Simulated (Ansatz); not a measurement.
# Ti2C: the cost of one run

Computed with Ansatz 0.2.0 (DFT PBEsol, scalar-relativistic, plane waves, PAW, unless a step's input says otherwise).

3 further runs of the same task are left out: 3 set aside as unsound or not needed.

### Step 1. The structure to begin with

It takes space group R-3m (No. 166, trigonal). Conventional cell: a = 3.053 Å, b = 3.053 Å, c = 14.318 Å, α = 90.00°, β = 90.00°, γ = 120.00°. Ti (site symmetry 3m) has 3 C at 2.10 Å as nearest neighbours. C (site symmetry -3m) is surrounded by 6 Ti at 2.10 Å.

Coordinates:

```
Ti C
1.0
    -3.05281    0.00000    0.00000
    -1.52640   -2.64381    0.00000
     0.00000    0.00000   14.31823
Ti C
6 3
Direct
  0.66667 0.66667 0.57915
  0.00000 0.00000 0.24582
  0.33333 0.33333 0.91248
  0.66667 0.66667 0.08752
  0.00000 0.00000 0.75418
  0.33333 0.33333 0.42085
  0.66667 0.66667 0.83333
  0.00000 0.00000 0.50000
  0.33333 0.33333 0.16667
```

It goes back to an entry of the Materials Project, which need not be the stable form.

It is built from the cell relaxed beforehand with the same method (12.84 Å³/atom).

### Step 2. The undisturbed cell

input.yaml

```yaml
crystal:
  lattice:
    - [-3.0528071907, 0.0, 0.0]
    - [-1.5264035954, -2.64380858, 0.0]
    - [0.0, 0.0, 14.3182288035]
  atoms:
    - { symbol: Ti, position: [0.6666666667, 0.6666666667, 0.5791513443] }
    - { symbol: Ti, position: [1.0, 0.0, 0.2458180109] }
    - { symbol: Ti, position: [0.3333333333, 0.3333333333, 0.9124846776] }
    - { symbol: Ti, position: [0.6666666667, 0.6666666667, 0.0875153224] }
    - { symbol: Ti, position: [1.0, 0.0, 0.7541819891] }
    - { symbol: Ti, position: [0.3333333333, 0.3333333333, 0.4208486557] }
    - { symbol: C, position: [0.6666666667, 0.6666666667, 0.8333333333] }
    - { symbol: C, position: [1.0, 0.0, 0.5] }
    - { symbol: C, position: [0.3333333333, 0.3333333333, 0.1666666667] }
basis:
  ecutwfc: 420
kpoints:
  mp_grid: { grid: [17, 17, 4] }
hamiltonian:
  xc: pbesol
scf:
  occupations: { method: gaussian, width: 0.15 }
output:
  forces: true
  stress: true
  eigenvalues: true
```

Run with:

```
$ ansatz run input.yaml --threads 2 --pin off --max-ram 5120MiB --backend cpu --events-out ev --progress --plain --runs-dir out
```

**Question.** How long does this run take on 2 threads of Arm Neoverse V2, shared host, and how much memory does it need?

About 17 s, with a peak of 0.76 GiB.
